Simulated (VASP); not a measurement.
# MgTe (P6_3mc) in VASP: notebook, part 2 of 2

VASP 6.6.1. Earlier steps stand in the parts before.

## Step 4: Single point, LDA

This run uses another cell than the first one, of 33.93 Å³/atom, 1.050 times its volume.

The input, INCAR:

```
PREC     = Accurate       # precision mode
ENCUT    = 520            # plane-wave cutoff, eV
EDIFF    = 1E-6           # SCF threshold, eV
ISMEAR   = 0              # smearing method
SIGMA    = 0.1            # smearing width, eV
LREAL    = F              # projectors in reciprocal space
LASPH    = T              # aspherical terms in the spheres
NELM     = 100            # most SCF steps
ALGO     = Fast           # electronic algorithm
ISIF     = 2              # what is computed and relaxed
LWAVE    = F              # write WAVECAR
LCHARG   = F              # write CHGCAR
GGA      = CA             # functional
NBANDS   = 16             # bands
```

The input, KPOINTS:

```
Automatic mesh
0
Gamma
  6 6 4
```

The input, POSCAR:

```
MgTe
1.0
    4.5902025400      0.0000000000      0.0000000000
   -2.2951012700      3.9752320100      0.0000000000
    0.0000000000      0.0000000000      7.4378057100
Mg Te
2 2
Direct
    0.3333333300      0.6666666700      0.9959911700
    0.6666666700      0.3333333300      0.4959911700
    0.3333333300      0.6666666700      0.3740088300
    0.6666666700      0.3333333300      0.8740088300
```

Potentials or basis: VASP PAW LDA potentials, release 64 (Mg, Te).

Started as:

```sh
$ cat potpaw_LDA.64/Mg/POTCAR potpaw_LDA.64/Te/POTCAR > POTCAR
$ mpirun -np 1 vasp_std > vasp.out
```

OUTCAR:

```text
PREC = Accurate
   ENCUT = 520
   EDIFF = 1E-6
   ISMEAR = 0
   LREAL = F
   LASPH = T
   NELM = 100
   ISIF = 2
   GGA = CA

 ion  position               nearest neighbor table
   1  0.333  0.667  0.996-   4 2.80   4 2.80   4 2.80   3 2.81
   2  0.667  0.333  0.496-   3 2.80   3 2.80   3 2.80   4 2.81
   3  0.333  0.667  0.374-   2 2.80   2 2.80   2 2.80   1 2.81
   4  0.667  0.333  0.874-   1 2.80   1 2.80   1 2.80   2 2.81

  LATTYP: Found a hexagonal cell.
 ALAT       =     4.5902025400
 C/A-ratio  =     1.6203654730

  Lattice vectors:

 A1 = (   4.5902025400,   0.0000000000,   0.0000000000)
 A2 = (  -2.2951012700,   3.9752320100,   0.0000000000)
 A3 = (   0.0000000000,   0.0000000000,   7.4378057100)

Analysis of symmetry for initial positions (statically):
=====================================================================
 Subroutine PRICEL returns:
 Original cell was already a primitive cell.

 Routine SETGRP: Setting up the symmetry group for a
 hexagonal supercell.

 Subroutine GETGRP returns: Found 12 space group operations
 (whereof  6 operations were pure point group operations)
 out of a pool of 24 trial point group operations.

The static configuration has the point symmetry C_3v.
 The point group associated with its full space group is C_6v.

Analysis of symmetry for dynamics (positions and initial velocities):
=====================================================================
 Subroutine PRICEL returns:
 Original cell was already a primitive cell.

 Routine SETGRP: Setting up the symmetry group for a
 hexagonal supercell.

 Subroutine GETGRP returns: Found 12 space group operations
 (whereof  6 operations were pure point group operations)
 out of a pool of 24 trial point group operations.

[... 120 lines left out ...]
     AMIX     =   0.40;   BMIX     =  1.00
     AMIX_MAG =   1.60;   BMIX_MAG =  1.00
  volume/ion in A,a.u.               =      33.93       228.97
  Fermi-wavevector in a.u.,A,eV,Ry     =   0.802728  1.516936  8.767218  0.644372
  Thomas-Fermi vector in A             =   1.910461
   LORBIT       =      0    0 simple, 1 ext, 2 COOP (PROOUT), +10 PAW based schemes
   GGA     = CA    functional components
   LHFCALC =     F    Hartree Fock is set to
   AEXX    =    0.0000 exact exchange contribution
   IVDW    =     0    specifies the selected vdW correction
   LEPSILON=     F    determine dielectric tensor
   LRPA    =     F    only Hartree local field effects (RPA)
 non-spin polarized calculation
 RMM-DIIS sequential band-by-band and
 Gauss-broadening in eV      SIGMA  =   0.10
  energy-cutoff  :      520.00
  volume of cell :      135.72
 maximum number of plane-waves:      3693
 NGX is ok and might be reduce to    36
   NGX = 17   NGY = 17   NGZ = 27

 number of electron      16.0000000 magnetization

 Free energy of the ion-electron system (eV)
  ---------------------------------------------------
  ext. energy  EPLUGINS =         0.00000000
  ---------------------------------------------------
  free energy    TOTEN  =       -14.57953411 eV

  energy without entropy =      -14.57953411  energy(sigma->0) =      -14.57953411

 E-fermi :   2.1725     XC(G=0):  -8.1144

 val. band max:        1.7218069350   @ k =   0.0000   0.0000   0.0000
 cond. band min:       3.9249708693   @ k =   0.0000   0.0000   0.0000
 fundamental gap:      2.2031639343
 Fermi energy:         2.1725399409

 k-point     1 :       0.0000    0.0000    0.0000
  band No.  band energies     occupation
      1      -8.5538      2.00000
      2      -7.9585      2.00000
      3      -1.5467      2.00000
      4       1.1923      2.00000
      5       1.1923      2.00000
      6       1.6784      2.00000
[... 376 lines left out ...]
      3      -1.2711      2.00000
      4      -1.2711      2.00000
      5      -0.2446      2.00000
      6      -0.2446      2.00000
[... 8 lines left out ...]
     15       8.9398      0.00000
     16       8.9398      0.00000

------------------------ aborting loop because EDIFF is reached ----------------------------------------

  FORCE on cell =-STRESS in cart. coord.  units (eV):
  Direction    XX          YY          ZZ          XY          YZ          ZX
  --------------------------------------------------------------------------------------
  -------------------------------------------------------------------------------------
  Total       -1.4952683     -1.4952683     -1.4812068      0.0000000      0.0000000     -0.0000000
  in kB      -17.6518636    -17.6518636    -17.4858650      0.0000000      0.0000000     -0.0000000
  external PRESSURE =     -17.5965307 kB  Pullay stress =       0.0000000 kB

 VOLUME and BASIS-vectors are now :
 -----------------------------------------------------------------------------
  energy-cutoff  :      520.00
  volume of cell :      135.72
      direct lattice vectors                 reciprocal lattice vectors
     4.590202540  0.000000000  0.000000000     0.217855311  0.125778822  0.000000000
    -2.295101270  3.975232010  0.000000000     0.000000000  0.251557644  0.000000000
     0.000000000  0.000000000  7.437805710     0.000000000  0.000000000  0.134448255

 POSITION                                       TOTAL-FORCE (eV/Angst)
 -----------------------------------------------------------------------------------
     -0.00000      2.65015      7.40799         0.000000     -0.000000      0.020117
      2.29510      1.32508      3.68909         0.000000     -0.000000      0.020117
     -0.00000      2.65015      2.78181         0.000000     -0.000000     -0.020117
      2.29510      1.32508      6.50071        -0.000000      0.000000     -0.020117
 -----------------------------------------------------------------------------------
    total drift:                               -0.000007      0.000004      0.000779

  FREE ENERGIE OF THE ION-ELECTRON SYSTEM (eV)
  ---------------------------------------------------
  free  energy   TOTEN  =       -14.5795341077 eV

  energy  without entropy=      -14.5795341077  energy(sigma->0) =      -14.57953411
```

Run time: 27 s. Hardware: 1 thread of Intel Xeon Platinum 8375C at 2.90GHz (Ice Lake), shared host; peak memory 0.22 GiB.

Results:

```
Free energy            : -14.5795 eV
Pressure               : -1.8 GPa
Largest force          : 0.020 eV/Å
Band gap on the k mesh : 2.20 eV, direct
```

Forces in eV/Å, atoms in the order of the input:
```
Mg   0.000  0.000  0.020
Mg   0.000  0.000  0.020
Te   0.000  0.000 -0.020
Te   0.000  0.000 -0.020
```

Caveat: spin-orbit coupling is left out, which moves the levels of the heavy elements.

## Step 5: Overview

```tsv
task	cell	k mesh	cutoff (eV)	smearing	gap on the mesh (eV)	pressure (GPa)
single point	P6_3mc, 32.31 Å³/atom	9 × 9 × 4	520	gaussian 0.02 eV	2.45	0.0
relaxation of cell and atoms	relaxed	9 × 9 × 4	600	gaussian 0.02 eV	2.46	0.0
single point	P6_3mc, 33.93 Å³/atom	6 × 6 × 4	520	gaussian 0.1 eV	2.20	-1.8
```

Alike in all rows: level LDA; potentials or basis VASP PAW LDA potentials, release 64 (Mg, Te); no spin polarisation.

Caveats: spin-orbit coupling is left out, which moves the levels of the heavy elements.

Total energies depend on the potentials used, so only differences within one code and one set of settings carry meaning.
